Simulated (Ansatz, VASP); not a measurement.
## Ge in VASP and in Ansatz

```
Ge
1.0
     0.00000    2.78002    2.78002
     2.78002    0.00000    2.78002
     2.78002    2.78002    0.00000
Ge
2
Direct
  0.87500 0.87500 0.87500
  0.12500 0.12500 0.12500
```

Change from the starting cell: volume scaled by 0.94, LAPW.

Alike in both runs: task single point; functional PBEsol; k mesh 13 × 13 × 13; occupations fermi-dirac, width 0.05 eV; no spin polarisation.

|  | VASP | Ansatz |
| --- | --- | --- |
| version | VASP 6.6.1 | Ansatz 0.2.0 |
| potentials or method | VASP PAW PBE potentials, release 64 (Ge_d), cutoff 520 eV | all-electron LAPW, scalar-relativistic |

```csv
,VASP,Ansatz,Ansatz less VASP
pressure (GPa),4.7,4.8,+0.11
```

Ansatz ran all-electron here, so the differences hold the error of VASP's frozen core and of both bases.

Caveats: the PAW data sets were made with another functional, which shifts forces and pressure a little (VASP).
